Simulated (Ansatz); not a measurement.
CdGeAs2:

```
Cd As Ge
1.0
    -2.98887    2.98887    5.66430
     2.98887   -2.98887    5.66430
     2.98887    2.98887   -5.66430
Cd As Ge
2 4 2
Direct
  0.50000 0.50000 0.00000
  0.25000 0.75000 0.50000
  0.09622 0.12500 0.47122
  0.37500 0.90378 0.02878
  0.65378 0.62500 0.52878
  0.87500 0.34622 0.97122
  0.75000 0.25000 0.50000
  0.00000 0.00000 0.00000
```

The cell is a database's computed one.

Base run:

```yaml
Program: Ansatz 0.2.0
Functional: LDA
Potentials_or_basis: all-electron LAPW, scalar-relativistic
Cutoff: 289 eV (chosen from the basis error)
Basis_error_allowed: 0.002 eV/atom
k_mesh: 6 × 6 × 6
Occupations: fermi-dirac, width 0.05 eV
Spin: no spin polarisation
```

Its results: band gap on the k mesh 0.19 eV, indirect (least direct gap 0.22 eV); pressure -2.5 GPa; largest force 0.223 eV/Å.

**Question.** The run is repeated on the same cell with these changes: functional from LDA to PBE. What comes out?

**Answer.** Band gap on the k mesh 0.19 eV, indirect (least direct gap 0.21 eV); pressure 2.2 GPa; largest force 0.140 eV/Å.

PBE binds less tightly than LDA, so the same cell stands under more pressure.

Caveats: the mesh misses the band edges, which the band path finds closer together.
